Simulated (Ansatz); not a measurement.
A nudged elastic band was laid between two geometries of a periodic cell of 23 atoms, Sn8O15 (host SnO2, host structure Pnnm, one O atom removed), cell charge +2.

Level of theory: Ansatz, DFT PBEsol, scalar-relativistic, plane waves, PAW. Settings: PAW set soft_1, cutoff 420 eV, k mesh 2x2x2, fermi-dirac smearing 0.05 eV, no spin polarisation.

```
movable images  : 5
climbing image  : yes
spring          : 5.0 eV/Å²
optimiser       : quadratic models (default)
start path      : straight line
force threshold : 0.03 eV/Å
iteration limit : 76
end points      : relaxed
```

Initial state:

```xyz
23
Lattice="-4.7880 -4.8666 0.0000 4.7880 -4.8666 0.0000 0.0000 0.0000 6.4818" Properties=species:S:1:pos:R:3
Sn 2.389 -2.433 1.627
Sn -0.032 -4.880 -0.002
O 1.437 -3.374 -0.002
O 3.916 -3.913 1.664
O -3.842 -5.737 1.663
O -1.479 -6.381 -0.002
Sn 2.389 -2.433 4.851
Sn -0.018 -4.866 3.239
O 1.438 -3.367 3.239
O 3.916 -3.913 4.813
O -3.843 -5.738 4.814
O -1.456 -6.373 3.239
Sn -2.311 -2.334 1.496
Sn 0.079 0.082 -0.002
O 1.494 -8.164 -0.002
O -1.010 -3.934 1.633
O 0.931 -5.838 1.631
O -1.367 -1.403 -0.002
Sn -2.311 -2.334 4.981
Sn -0.170 -0.165 3.239
O -1.010 -3.934 4.844
O 0.931 -5.838 4.846
O -1.602 -1.642 3.238
```

Final state:

```xyz
23
Lattice="-4.7880 -4.8666 0.0000 4.7880 -4.8666 0.0000 0.0000 0.0000 6.4818" Properties=species:S:1:pos:R:3
Sn 2.394 -2.422 1.629
Sn 0.026 -4.843 0.000
O 1.472 -3.340 0.000
O 3.836 -3.985 1.665
O -3.921 -5.808 1.666
O -1.443 -6.349 0.000
Sn 2.394 -2.422 4.853
Sn 0.012 -4.857 3.241
O 1.449 -3.349 3.241
O 3.836 -3.985 4.817
O -3.921 -5.808 4.816
O -1.443 -6.356 3.241
Sn -2.483 -2.522 1.498
Sn -0.085 -0.072 0.000
O 1.361 -8.318 0.000
O -0.938 -3.886 1.634
O 1.005 -5.788 1.635
O -1.499 -1.559 0.000
Sn -2.483 -2.522 4.984
Sn 0.164 0.177 3.241
O -0.938 -3.886 4.848
O 1.005 -5.788 4.847
O -3.193 -3.212 3.241
```

(1) What changes between the two ends?

(2) Give the energies along the band, and the barrier.

(3) What is the geometry of the highest image?

The band took 13 iterations and of the order of 40 core-minutes.

Results:

(1) The atom that moves furthest is O23, by 2.24 Å; four of its nearest neighbours are Sn13 2.00, Sn19 2.00, Sn20 2.06, O22 2.85 Å at the first end and Sn19 2.00, Sn13 2.00, Sn20 2.06, O21 2.85 Å at the last.

(2) The run converged. The highest image is number 3 of 0 to 6, 1.93 eV above the ends, which have the same energy within 2 meV. By the program's own check the climbing image is a first-order saddle point (lowest curvatures found: -4.99 and 0.33 eV/Å²). Limits of this set-up: coarse k mesh, PAW files made for another functional, no spin, though dangling bonds at a vacancy may carry it, a small cell, in which the defect meets its images, charged cell in a uniform background, uncorrected.

```csv
image,path coordinate (Å),energy (eV)
0,0.00,0.00
1,0.46,0.34
2,0.93,1.42
3,1.39,1.93
4,1.86,1.41
5,2.33,0.31
6,2.80,0.00
```

(3) 
```xyz
23
Lattice="-4.7880 -4.8666 0.0000 4.7880 -4.8666 0.0000 0.0000 0.0000 6.4818" Properties=species:S:1:pos:R:3:forces:R:3
Sn 2.400 -2.438 1.625 0.00 0.00 -0.01
Sn 0.008 -4.872 -0.001 0.00 0.00 0.00
O 1.525 -3.391 -0.002 0.00 0.00 0.00
O 3.902 -3.957 1.707 0.00 0.00 0.00
O -3.888 -5.785 1.648 0.00 0.00 0.01
O -1.443 -6.419 -0.001 0.01 0.00 0.00
Sn 2.401 -2.437 4.855 0.00 0.00 0.01
Sn -0.109 -4.755 3.240 0.00 0.00 0.00
O 1.422 -3.326 3.240 0.00 0.00 0.00
O 3.904 -3.956 4.773 0.00 0.00 0.00
O -3.887 -5.783 4.832 0.00 0.00 0.00
O -1.497 -6.327 3.239 0.00 0.00 0.00
Sn -2.454 -2.370 1.440 0.00 0.00 0.00
Sn -0.017 0.020 -0.001 -0.01 0.01 0.00
O 1.354 -8.216 0.000 0.00 0.00 0.00
O -0.963 -3.915 1.515 0.00 0.00 0.00
O 0.928 -5.780 1.650 0.00 0.00 0.00
O -1.466 -1.401 -0.003 0.00 0.00 0.00
Sn -2.456 -2.372 5.040 0.01 0.00 0.00
Sn 0.040 -0.030 3.240 0.01 -0.01 0.00
O -0.964 -3.917 4.964 0.00 0.00 0.00
O 0.927 -5.781 4.829 0.00 0.00 0.00
O -2.127 -2.700 3.240 -0.01 0.01 0.00
```

Time of the run: 20 min on 2 threads of Arm Neoverse V1, on a shared host, peak memory 1.7 GiB.
